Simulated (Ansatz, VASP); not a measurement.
# Two plane-wave programs on Be

```xyz
2
Lattice="0.0000 2.4128 2.4128 2.4128 0.0000 2.4128 2.4128 2.4128 0.0000" Properties=species:S:1:pos:R:3 pbc="T T T"
Be    0.6032    0.6032    0.6032
Be    4.2224    4.2224    4.2224
```

Alike in both runs: functional LDA; k mesh 12 × 12 × 12; occupations fermi-dirac, width 0.1 eV; no spin polarisation.

Ansatz relaxed the structure, and its values are those at the end. VASP's run is a single point on that final structure, the one shown.

|  | VASP | Ansatz |
| --- | --- | --- |
| version | VASP 6.6.1 | Ansatz 0.2.0 |
| potentials or method | VASP PAW LDA potentials, release 64 (Be) | plane waves (420 eV) with PAW, scalar-relativistic |
| plane-wave cutoff (eV) | 520 | 420 |
| valence electrons in the cell | 4 | 4 |

```csv
,VASP,Ansatz,Ansatz less VASP
pressure (GPa),0.1,0.0,-0.11
```

Ansatz warned: «pseudo_functional_mismatch».
